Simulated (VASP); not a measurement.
# Na in VASP: reference runs

Reference runs on Na: the cell as given.

All numbers are computed with VASP 6.6.1; they aren't measurements. Logs are shortened: lines on timing, memory, paths and dates and some standing lists are left out, and cuts for length are marked.

### 1 The cell of the first run

The cell holds a slab with vacuum, 4 atoms: a = 3.753 Å, b = 3.753 Å, c = 24.212 Å, α = 90.00°, β = 90.00°, γ = 60.41°.

The slab is cut from a database's or a generator's crystal, which needn't be the stable form of the element.

### 2 Single point, PBE (the (1 0 1) slab of Na, cut from the database cell, not relaxed)

Input file INCAR:

```
  ALGO = Normal
  DIPOL = 0.5 0.5 0.500
  EDIFF = 1E-7
  ENCUT = 520
  GGA = PE
  IDIPOL = 3
  ISIF = 2
  ISMEAR = -1
  LASPH = T
  LCHARG = F
  LDIPOL = T
  LREAL = F
  LWAVE = F
  NBANDS = 22
  NELM = 100
  PREC = Accurate
  SIGMA = 0.05
```

Input file KPOINTS:

```
k-points
0
Gamma
  8 8 1
```

Input file POSCAR:

```
Na
1.0
    3.7532005932      0.0000000000      0.0000000000
    1.8531458989      3.2637960981      0.0000000000
    0.0000000000      0.0000000000     24.2119172620
Na
4
Direct
    0.3389113921      0.3389113921      0.3097648120
    0.6778227842      0.6778227842      0.4365882707
    0.0167341763      0.0167341763      0.5634117293
    0.3556455685      0.3556455685      0.6902351880
```

Potentials or basis: VASP PAW PBE potentials, release 64 (Na_pv).

Command:

```sh
$ cat potpaw_PBE.64/Na_pv/POTCAR > POTCAR
$ mpirun -np 1 vasp_std > vasp.out
```

OUTCAR:

```text
EDIFF = 1E-7
   ENCUT = 520
   GGA = PE
   ISIF = 2
   ISMEAR = -1
   LASPH = T
   LREAL = F
   NELM = 100
   PREC = Accurate

 ion  position               nearest neighbor table
   1  0.339  0.339  0.310-
   2  0.678  0.678  0.437-
   3  0.017  0.017  0.563-
   4  0.356  0.356  0.690-

  LATTYP: Found a base centered orthorhombic cell.
 ALAT       =     3.7765821600
 B/A-ratio  =     1.7177379725
 C/A-ratio  =     6.4110659417

  Lattice vectors:

 A1 = (  -1.8531458989,  -3.2637960981,   0.0000000000)
 A2 = (   3.7532005932,   0.0000000000,   0.0000000000)
 A3 = (   0.0000000000,   0.0000000000,  24.2119172620)

Analysis of symmetry for initial positions (statically):
=====================================================================
 Subroutine PRICEL returns:
 Original cell was already a primitive cell.

 Routine SETGRP: Setting up the symmetry group for a
 base centered orthorhombic supercell.

 Subroutine GETGRP returns: Found  4 space group operations
 (whereof  2 operations were pure point group operations)
 out of a pool of  8 trial point group operations.

The static configuration has the point symmetry C_1h.
 The point group associated with its full space group is C_2h.

Analysis of symmetry for dynamics (positions and initial velocities):
=====================================================================
 Subroutine PRICEL returns:
 Original cell was already a primitive cell.

 Routine SETGRP: Setting up the symmetry group for a
 base centered orthorhombic supercell.

 Subroutine GETGRP returns: Found  4 space group operations
 (whereof  2 operations were pure point group operations)
 out of a pool of  8 trial point group operations.

The dynamic configuration has the point symmetry C_1h.
 The point group associated with its full space group is C_2h.

 Subroutine INISYM returns: Found  4 space group operations
 (whereof  2 operations are pure point group operations),
 and found     1 'primitive' translations

----------------------------------------------------------------------------------------

                                     Primitive cell

  volume of cell :     296.5883

  direct lattice vectors                    reciprocal lattice vectors
     3.753200593  0.000000000  0.000000000     0.266439263 -0.151281150  0.000000000
     1.853145899  3.263796098  0.000000000     0.000000000  0.306391689  0.000000000
     0.000000000  0.000000000 24.211917262     0.000000000  0.000000000  0.041301975

  length of vectors
     3.753200593  3.753200593 24.211917262     0.306391689  0.306391689  0.041301975

  position of ions in fractional coordinates (direct lattice)
     0.338911392  0.338911392  0.309764812
     0.677822784  0.677822784  0.436588271
     0.016734176  0.016734176  0.563411729
     0.355645569  0.355645569  0.690235188

  ion indices of the primitive-cell ions
   primitive index   ion index
                 1           1
                 2           2
                 3           3
                 4           4

----------------------------------------------------------------------------------------

 KPOINTS: k-points

Automatic generation of k-mesh.
 Grid dimensions read from file:
 generate k-points for:    8    8    1

 Generating k-lattice:

  Cartesian coordinates                     Fractional coordinates (reciprocal lattice)
     0.033304908 -0.018910144  0.000000000     0.125000000  0.000000000  0.000000000
     0.000000000  0.038298961  0.000000000     0.000000000  0.125000000  0.000000000
     0.000000000  0.000000000  0.041301975     0.000000000  0.000000000  1.000000000

  Length of vectors
     0.038298961  0.038298961  0.041301975

  Shift w.r.t. Gamma in fractional coordinates (k-lattice)
     0.000000000  0.000000000  0.000000000

 Subroutine IBZKPT returns following result:
 ===========================================

 Found     21 irreducible k-points:

 Following reciprocal coordinates:
            Coordinates               Weight
  0.000000  0.000000  0.000000      1.000000
  0.125000  0.000000  0.000000      4.000000
  0.250000  0.000000  0.000000      4.000000
  0.375000  0.000000  0.000000      4.000000
  0.500000  0.000000  0.000000      2.000000
  0.125000  0.125000  0.000000      2.000000
[... 13 lines left out ...]
 -0.375000  0.375000  0.000000      2.000000
  0.500000  0.500000  0.000000      1.000000
   k-points           NKPTS =     21   k-points in BZ     NKDIM =     21   number of bands    NBANDS=     22
   number of dos      NEDOS =    301   number of ions     NIONS =      4
   total plane-waves  NPLWV = 141120
   dimension x,y,z NGX =    28 NGY =   28 NGZ =  180
   dimension x,y,z NGXF=    56 NGYF=   56 NGZF=  360
   ions per type =               4
   NGX,Y,Z   is equivalent  to a cutoff of  12.40, 12.40, 12.36 a.u.
   NGXF,Y,Z  is equivalent  to a cutoff of  24.80, 24.80, 24.72 a.u.
 SYSTEM =  unknown system
   PREC   = accura    normal or accurate (medium, high low for compatibility)
   ISTART =      0    job   : 0-new  1-cont  2-samecut
   ICHARG =      2    charge: 1-file 2-atom 10-const
   ISPIN  =      1    spin polarized calculation?
   LNONCOLLINEAR =      F non collinear calculations
   LSORBIT =      F    spin-orbit coupling
   LASPH  =      T    aspherical Exc in radial PAW
   ENCUT  =  520.0 eV  38.22 Ry    6.18 a.u.   6.98  6.98 45.02*2*pi/ulx,y,z
   NELM   =    100;   NELMIN=  2; NELMDL= -5     # of ELM steps
   EDIFF  = 0.1E-06   stopping-criterion for ELM
   LREAL  =      F    real-space projection
   EDIFFG = 0.1E-05   stopping-criterion for IOM
   NSW    =      0    number of steps for IOM
   IBRION =     -1    ionic relax: 0-MD 1-quasi-New 2-CG
   NFREE  =      0    steps in history (QN), initial steepest desc. (CG)
   ISIF   =      2    stress and relaxation
   ISYM   =      2    0-nonsym 1-usesym 2-fastsym
   POTIM  = 0.5000    time-step for ionic-motion
   TEBEG  =    0.0;   TEEND  =   0.0 temperature during run
   PSTRESS=    0.0 pullay stress
   NELECT =      28.0000    total number of electrons
   NUPDOWN=      -1.0000    fix difference up-down
   EMIN   =  10.00;   EMAX   =-10.00  energy-range for DOS
   EFERMI =   0.00;   METHOD = LEGACY
   ISMEAR =    -1;   SIGMA  =   0.05  broadening in eV -4-tet -1-fermi 0-gaus
   EFERMI_NEDOS =   21; number of points for ismear=-14 and -15
   IALGO  =     38    algorithm
   IMIX   =      4    mixing-type and parameters
     AMIX     =   0.40;   BMIX     =  1.00
     AMIX_MAG =   1.60;   BMIX_MAG =  1.00
  volume/ion in A,a.u.               =      74.15       500.37
  Fermi-wavevector in a.u.,A,eV,Ry     =   0.745435  1.408667  7.560386  0.555673
  Thomas-Fermi vector in A             =   1.841021
   LORBIT       =      0    0 simple, 1 ext, 2 COOP (PROOUT), +10 PAW based schemes
   GGA     = PE    functional components
   LHFCALC =     F    Hartree Fock is set to
   AEXX    =    0.0000 exact exchange contribution
   IVDW    =     0    specifies the selected vdW correction
   LEPSILON=     F    determine dielectric tensor
   LRPA    =     F    only Hartree local field effects (RPA)
 non-spin polarized calculation
  energy-cutoff  :      520.00
  volume of cell :      296.59
 maximum number of plane-waves:      8019
   NGX = 13   NGY = 13   NGZ = 91

 dipolmoment           0.000000      0.000000     -0.000000 electrons x Angstroem

 number of electron      27.9999986 magnetization

 dipolmoment           0.000000      0.000000      0.000001 electrons x Angstroem

 Free energy of the ion-electron system (eV)
  ---------------------------------------------------
  ext. energy  EPLUGINS =         0.00000000
  ---------------------------------------------------
  free energy    TOTEN  =        -4.91910692 eV

  energy without entropy =       -4.90126941  energy(sigma->0) =       -4.91018816

 E-fermi :  -1.2321     XC(G=0):  -3.8750

 val. band max:       -1.3076628316   @ k =   0.3750   0.2500   0.0000
 cond. band min:      -1.1422332024   @ k =  -0.2500   0.2500   0.0000
 fundamental gap:      0.1654296292
 Fermi energy:        -1.2321065540

 k-point     1 :       0.0000    0.0000    0.0000
  band No.  band energies     occupation
      1     -26.3635      2.00000
      2     -26.3634      2.00000
      3     -26.3335      2.00000
      4     -26.3335      2.00000
      5     -26.3335      2.00000
      6     -26.3335      2.00000
[... 14 lines left out ...]
     21       2.4842      0.00000
     22       4.4547      0.00000

 k-point     2 :       0.1250    0.0000    0.0000
  band No.  band energies     occupation
      1     -26.3630      2.00000
      2     -26.3629      2.00000
      3     -26.3372      2.00000
      4     -26.3372      2.00000
      5     -26.3344      2.00000
      6     -26.3344      2.00000
[... 14 lines left out ...]
     21       2.6966      0.00000
     22       4.6474      0.00000

 k-point     3 :       0.2500    0.0000    0.0000
  band No.  band energies     occupation
      1     -26.3618      2.00000
      2     -26.3617      2.00000
      3     -26.3460      2.00000
      4     -26.3460      2.00000
      5     -26.3365      2.00000
      6     -26.3365      2.00000
[... 14 lines left out ...]
     21       3.2693      0.00000
     22       3.7034      0.00000
[... 401 lines left out ...]
 k-point    20 :      -0.3750    0.3750    0.0000
  band No.  band energies     occupation
      1     -26.3596      2.00000
      2     -26.3596      2.00000
      3     -26.3544      2.00000
      4     -26.3543      2.00000
      5     -26.3472      2.00000
      6     -26.3472      2.00000
[... 14 lines left out ...]
     21       2.6237      0.00000
     22       2.7477      0.00000

 k-point    21 :       0.5000    0.5000    0.0000
  band No.  band energies     occupation
      1     -26.3600      2.00000
      2     -26.3599      2.00000
      3     -26.3589      2.00000
      4     -26.3589      2.00000
      5     -26.3399      2.00000
      6     -26.3399      2.00000
[... 14 lines left out ...]
     21       2.7942      0.00000
     22       2.7942      0.00000

------------------------ aborting loop because EDIFF is reached ----------------------------------------

 vacuum level on the upper side and lower side of the slab       (xc-potential included)        -0.172        -0.172

  FORCE on cell =-STRESS in cart. coord.  units (eV):
  Direction    XX          YY          ZZ          XY          YZ          ZX
  --------------------------------------------------------------------------------------
  -------------------------------------------------------------------------------------
  Total       -0.1438589     -0.1605694     -0.3275749      0.0147155     -0.0032692     -0.0056156
  in kB       -0.7771294     -0.8674002     -1.7695680      0.0794933     -0.0176603     -0.0303358
  external PRESSURE =      -1.1380325 kB  Pullay stress =       0.0000000 kB

 VOLUME and BASIS-vectors are now :
 -----------------------------------------------------------------------------
  energy-cutoff  :      520.00
  volume of cell :      296.59
      direct lattice vectors                 reciprocal lattice vectors
     3.753200593  0.000000000  0.000000000     0.266439263 -0.151281150  0.000000000
     1.853145899  3.263796098  0.000000000     0.000000000  0.306391689  0.000000000
     0.000000000  0.000000000 24.211917262     0.000000000  0.000000000  0.041301975

 POSITION                                       TOTAL-FORCE (eV/Angst)
 -----------------------------------------------------------------------------------
      1.90005      1.10614      7.50000         0.000793      0.000462      0.017450
      3.80011      2.21228     10.57064         0.000047      0.000027      0.051650
      0.09382      0.05462     13.64128        -0.000047     -0.000027     -0.051650
      1.99387      1.16075     16.71192        -0.000793     -0.000462     -0.017450
 -----------------------------------------------------------------------------------
    total drift:                               -0.000101     -0.000059      0.000022

  FREE ENERGIE OF THE ION-ELECTRON SYSTEM (eV)
  ---------------------------------------------------
  free  energy   TOTEN  =        -4.9191069163 eV

  energy  without entropy=       -4.9012694074  energy(sigma->0) =       -4.91018816

 vacuum level on the upper side and lower side of the slab         1.505         1.505
```

Wall time 2.2 min (1 thread of Intel Xeon Platinum 8259CL at 2.50GHz (Skylake/Cascade Lake), shared host); peak memory 0.4 GiB.

Results:

- Free energy: -4.9191 eV
- Largest force: 0.052 eV/Å
- Band gap on the k mesh: none (metal or under the smearing width)

Forces in eV/Å, atoms in the order of the input:
```
Na   0.001  0.000  0.017
Na   0.000  0.000  0.052
Na   0.000  0.000 -0.052
Na  -0.001  0.000 -0.017
```
